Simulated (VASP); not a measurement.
H:

```xyz
1
Lattice="2.6496 0.0000 0.0000 0.0000 2.6496 0.0000 0.0000 0.0000 0.9805" Properties=species:S:1:pos:R:3 pbc="T T T"
H     0.0000    0.0000    0.4902
```

```yaml
Program: VASP 6.6.1
Task: relaxation of cell and atoms
Functional: PBE
Potentials_or_basis: VASP PAW PBE potentials, release 64 (H)
Cutoff: 600 eV
k_mesh: 10 × 10 × 26
Occupations: fermi-dirac, width 0.05 eV
Spin: no spin polarisation
```

At the start: pressure 1.8 GPa; volume 6.88 Å³/atom.

Where does the relaxation end?

Over 8 steps the energy falls by 14.0 meV/atom and the volume is 9.08 Å³/atom (+31.9 %); space group P4/mmm (No. 123, to 0.05 Å).

Step by step:
```csv
step,energy change (eV),largest force (eV/Å),pressure (GPa),volume (Å³)
1,0.0000,0.0000,1.76,6.88
2,-0.0011,0.0000,1.64,6.96
3,-0.0042,0.0000,1.30,7.19
4,-0.0087,0.0000,0.72,7.66
5,-0.0133,0.0000,-0.16,8.65
6,-0.0137,0.0000,-0.44,9.08
7,-0.0114,0.0000,1.58,9.05
8,-0.0140,0.0000,0.05,9.08
```

Final structure:
```xyz
1
Lattice="3.0367 0.0000 0.0000 0.0000 3.0367 0.0000 0.0000 0.0000 0.9843" Properties=species:S:1:pos:R:3 pbc="T T T"
H     0.0000    0.0000    0.4921
```

Caveat: the volume moved by over 15 % at a fixed basis, so the end points are rough.
